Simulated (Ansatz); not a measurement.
Crystal: La.

```xyz
1
Lattice="-2.1238 2.1238 2.1238 2.1238 -2.1238 2.1238 2.1238 2.1238 -2.1238" Properties=species:S:1:pos:R:3 pbc="T T T"
La    0.0000    0.0000    0.0000
```

This isn't the form of La at room conditions, which is double hcp.

* Program: Ansatz 0.2.0
* Task: single point
* Functional: PBE
* Potentials or basis: all-electron LAPW, scalar-relativistic
* Cutoff: 124 eV (chosen from the basis error)
* Basis error allowed: 0.001 eV/atom
* k mesh: 9 × 9 × 9
* Occupations: fermi-dirac, width 0.05 eV
* Spin: no spin polarisation

On this cell: pressure -0.5 GPa; band gap on the k mesh none (metal or under the smearing width).

The same run follows on a disturbed copy (cell strained at random at fixed volume):

```
La
1.0
    -2.10448    2.17934    2.12452
     2.13820   -2.12912    2.10803
     2.08475    2.10940   -2.07430
La
1
Direct
  0.98387 0.98284 0.98506
```

Question: What does the disturbed cell give?

Answer: The energy (extrapolated to zero smearing) moves by -0.3 meV/atom; pressure -0.5 GPa; band gap on the k mesh none (metal or under the smearing width).

Stress tensor (GPa, compression positive):
```
-0.77  0.09 -0.13
 0.09 -0.11 -0.18
-0.13 -0.18 -0.66
```
